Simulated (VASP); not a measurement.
Here is a VASP 6.6.1 calculation.

File INCAR:

```
SYSTEM = Be
PREC     = Accurate       ! precision mode
ENCUT    = 600            ! plane-wave cutoff, eV
EDIFF    = 1E-6           ! SCF threshold, eV
ISMEAR   = 1              ! smearing method
SIGMA    = 0.1            ! smearing width, eV
LREAL    = .FALSE.        ! projectors in reciprocal space
LASPH    = .TRUE.         ! aspherical terms in the spheres
NELM     = 120            ! most SCF steps
ALGO     = Normal         ! electronic algorithm
ISIF     = 2              ! what is computed and relaxed
LWAVE    = .FALSE.        ! write WAVECAR
LCHARG   = .FALSE.        ! write CHGCAR
GGA      = PE             ! functional
NBANDS   = 9              ! bands
KPAR     = 4
```

The input KPOINTS:

```
Automatic mesh
0
G
  22 22 12
  0 0 0
```

Contents of POSCAR:

```
Be                                      
1.0
    2.2618905851      0.0000000000      0.0000000000
   -1.1309452926      1.9588547073      0.0000000000
    0.0000000000      0.0000000000      3.5709395564
  Be            
     2
Direct
     0.3333333332999970    0.6666666667000030    0.2500000000000000
     0.6666666667000030    0.3333333332999970    0.7500000000000000
```

Potentials or basis: VASP PAW PBE potentials, release 64 (Be).

Launch:

```sh
$ cat potpaw_PBE.64/Be/POTCAR > POTCAR
$ mpirun -np 4 vasp_std > vasp.out
```

(1) What does it give for the pressure?

(2) Predict the band gap on the k mesh.

Results:

(1) 0.1 GPa.

(2) none (metal or under the smearing width).
